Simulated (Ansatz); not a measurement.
Re, 4 atoms in the cell. Symmetry: P6_3/mmc, No. 194, hexagonal system. The conventional cell has a = 2.766 Å, b = 2.766 Å, c = 8.939 Å, α = 90.00°, β = 90.00°, γ = 120.00°. Around Re (site symmetry -6m2) lie 12 Re at 2.75 to 2.77 Å. Re (site symmetry -3m) has 12 Re at 2.75 to 2.77 Å as nearest neighbours. 

| Item | Value |
| --- | --- |
| Program | Ansatz 0.2.0 |
| Task | relaxation of cell and atoms |
| Functional | PBEsol |
| Potentials or basis | Ansatz PAW |
| Cutoff | 420 eV (not typed: the program's choice for these potentials) |
| k mesh | 11 × 11 × 3 |
| Occupations | fermi-dirac, width 0.05 eV |
| Spin | no spin polarisation |
| Target pressure | 2 GPa |
| Target pressure (GPa) | 2 |

Potentials or basis: Ansatz PAW.

The run is started by

```bash
$ ansatz run input.yaml --threads 2 --pin off --max-ram 5632MiB --backend cpu --events-out ev --progress --plain --runs-dir out
```

Hardware: 2 threads of Intel(R) Xeon(R) Platinum 8259CL CPU @ 2.50GHz (Skylake/Cascade Lake), on a shared host.

Q: Estimate the wall time of this run.

A: Run time: 13 s on 2 threads of Intel(R) Xeon(R) Platinum 8259CL CPU @ 2.50GHz (Skylake/Cascade Lake), on a shared host, peak memory 0.42 GiB. Counts: scf iterations 33, plane waves 1151, k points 32, bands 36, ion steps 5.
